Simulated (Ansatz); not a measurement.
# HfO2: freezing in a mode

Aim: for HfO2, trace the energy along mode 7.

Program: Ansatz 0.2.0. Level of theory: DFT r2SCAN, scalar-relativistic, plane waves, PAW. These are calculated values, not measurements.

### Step 1. The structure to begin with

Symmetry: Fm-3m, No. 225, cubic system. The conventional cell has a = 5.115 Å, b = 5.115 Å, c = 5.115 Å, α = 90.00°, β = 90.00°, γ = 90.00°. Hf (site symmetry m-3m) is surrounded by 8 O at 2.21 Å. Around O (site symmetry -43m) lie 4 Hf at 2.21 Å.

Coordinates:

```
CELL_PARAMETERS angstrom
0.00000 2.55750 2.55750
2.55750 0.00000 2.55750
2.55750 2.55750 0.00000
ATOMIC_POSITIONS crystal
Hf 0.00000 0.00000 0.00000
O 0.25000 0.25000 0.25000
O 0.75000 0.75000 0.75000
```

The cell is taken as given, not relaxed at this level.

### Step 2. The reference cell

Reference values: F = -16876.1609 eV; pressure -8.43 GPa; largest force 0.000 eV/Å; gap on the mesh 4.21 eV. It was computed beforehand with the settings of the runs below.

### Step 3. Next: freezing in a mode

Mode 7 of the phonon run on this cell, counted from the lowest, is frozen in: each atom moves by x times its row below, so x is the largest displacement.

```
atom      ux      uy      uz
 Hf1   0.000   0.000   0.000
  O2   0.577   0.577   0.577
  O3  -0.577  -0.577  -0.577
```

### Step 4. Point x = -0.300 Å

input.yaml reads:

```yaml
crystal:
  lattice:
    - [0.0, 2.5575, 2.5575]
    - [2.5575, 0.0, 2.5575]
    - [2.5575, 2.5575, 0.0]
  atoms:
    - { symbol: Hf, position: [0.0, 0.0, 0.0] }
    - { symbol: O, position: [0.2161378141, 0.2161378141, 0.2161378141] }
    - { symbol: O, position: [0.7838621859, 0.7838621859, 0.7838621859] }
basis:
  ecutwfc: 500
kpoints:
  mp_grid: { grid: [8, 8, 8] }
hamiltonian:
  xc: r2scan
scf:
  occupations: { method: gaussian, width: 0.05 }
output:
  forces: true
  stress: true
  eigenvalues: true
```

Run with:

```sh
ansatz run input.yaml --threads 2 --pin off --max-ram 5120MiB --backend cpu --events-out ev --progress --plain --runs-dir out
```

### Step 5. At x = 0.225 Å

Changes to input.yaml since step 4:

```diff
@@ -7,4 +7,4 @@
     - { symbol: Hf, position: [0.0, 0.0, 0.0] }
-    - { symbol: O, position: [0.2161378141, 0.2161378141, 0.2161378141] }
-    - { symbol: O, position: [0.7838621859, 0.7838621859, 0.7838621859] }
+    - { symbol: O, position: [0.2753966394, 0.2753966394, 0.2753966394] }
+    - { symbol: O, position: [0.7246033606, 0.7246033606, 0.7246033606] }
 basis:
```

### Step 6. x = -0.150 Å

Changes to input.yaml since step 5:

```diff
@@ -7,4 +7,4 @@
     - { symbol: Hf, position: [0.0, 0.0, 0.0] }
-    - { symbol: O, position: [0.2753966394, 0.2753966394, 0.2753966394] }
-    - { symbol: O, position: [0.7246033606, 0.7246033606, 0.7246033606] }
+    - { symbol: O, position: [0.2330689071, 0.2330689071, 0.2330689071] }
+    - { symbol: O, position: [0.7669310929, 0.7669310929, 0.7669310929] }
 basis:
```

### Step 7. At x = 0.075 Å

Changes to input.yaml since step 6:

```diff
@@ -7,4 +7,4 @@
     - { symbol: Hf, position: [0.0, 0.0, 0.0] }
-    - { symbol: O, position: [0.2330689071, 0.2330689071, 0.2330689071] }
-    - { symbol: O, position: [0.7669310929, 0.7669310929, 0.7669310929] }
+    - { symbol: O, position: [0.2584655465, 0.2584655465, 0.2584655465] }
+    - { symbol: O, position: [0.7415344535, 0.7415344535, 0.7415344535] }
 basis:
```

### Step 8. At x = 0.300 Å

Changes to input.yaml since step 7:

```diff
@@ -7,4 +7,4 @@
     - { symbol: Hf, position: [0.0, 0.0, 0.0] }
-    - { symbol: O, position: [0.2584655465, 0.2584655465, 0.2584655465] }
-    - { symbol: O, position: [0.7415344535, 0.7415344535, 0.7415344535] }
+    - { symbol: O, position: [0.2838621859, 0.2838621859, 0.2838621859] }
+    - { symbol: O, position: [0.7161378141, 0.7161378141, 0.7161378141] }
 basis:
```

### Step 9. x = -0.225 Å

Changes to input.yaml since step 8:

```diff
@@ -7,4 +7,4 @@
     - { symbol: Hf, position: [0.0, 0.0, 0.0] }
-    - { symbol: O, position: [0.2838621859, 0.2838621859, 0.2838621859] }
-    - { symbol: O, position: [0.7161378141, 0.7161378141, 0.7161378141] }
+    - { symbol: O, position: [0.2246033606, 0.2246033606, 0.2246033606] }
+    - { symbol: O, position: [0.7753966394, 0.7753966394, 0.7753966394] }
 basis:
```

### Step 10. Point x = 0.150 Å

Changes to input.yaml since step 9:

```diff
@@ -7,4 +7,4 @@
     - { symbol: Hf, position: [0.0, 0.0, 0.0] }
-    - { symbol: O, position: [0.2246033606, 0.2246033606, 0.2246033606] }
-    - { symbol: O, position: [0.7753966394, 0.7753966394, 0.7753966394] }
+    - { symbol: O, position: [0.2669310929, 0.2669310929, 0.2669310929] }
+    - { symbol: O, position: [0.7330689071, 0.7330689071, 0.7330689071] }
 basis:
```

### Step 11. Point x = -0.075 Å

Changes to input.yaml since step 10:

```diff
@@ -7,4 +7,4 @@
     - { symbol: Hf, position: [0.0, 0.0, 0.0] }
-    - { symbol: O, position: [0.2669310929, 0.2669310929, 0.2669310929] }
-    - { symbol: O, position: [0.7330689071, 0.7330689071, 0.7330689071] }
+    - { symbol: O, position: [0.2415344535, 0.2415344535, 0.2415344535] }
+    - { symbol: O, position: [0.7584655465, 0.7584655465, 0.7584655465] }
 basis:
```

### Step 12. Point x = 0.263 Å

Changes to input.yaml since step 11:

```diff
@@ -7,4 +7,4 @@
     - { symbol: Hf, position: [0.0, 0.0, 0.0] }
-    - { symbol: O, position: [0.2415344535, 0.2415344535, 0.2415344535] }
-    - { symbol: O, position: [0.7584655465, 0.7584655465, 0.7584655465] }
+    - { symbol: O, position: [0.2796294126, 0.2796294126, 0.2796294126] }
+    - { symbol: O, position: [0.7203705874, 0.7203705874, 0.7203705874] }
 basis:
```

(Steps that only read results are left out.)

What does the calculation give? Wanted: harmonic wavenumber of the mode.

**Answer**, as computed:

| quantity | value |
| --- | --- |
| harmonic wavenumber of the mode | 565 cm⁻¹ |
| the same from the force at an amplitude of 0.075 Å | 566 cm⁻¹ |

**Reading.** The force at the smallest amplitude gives 566 cm⁻¹ against 565 cm⁻¹ from the phonon run, so the curve is close to a parabola there. No sampled point lies below the undisturbed cell. The gap on the mesh stays between 3.76 and 4.25 eV. These runs have no spin-orbit coupling; with Hf it would split and shift bands.
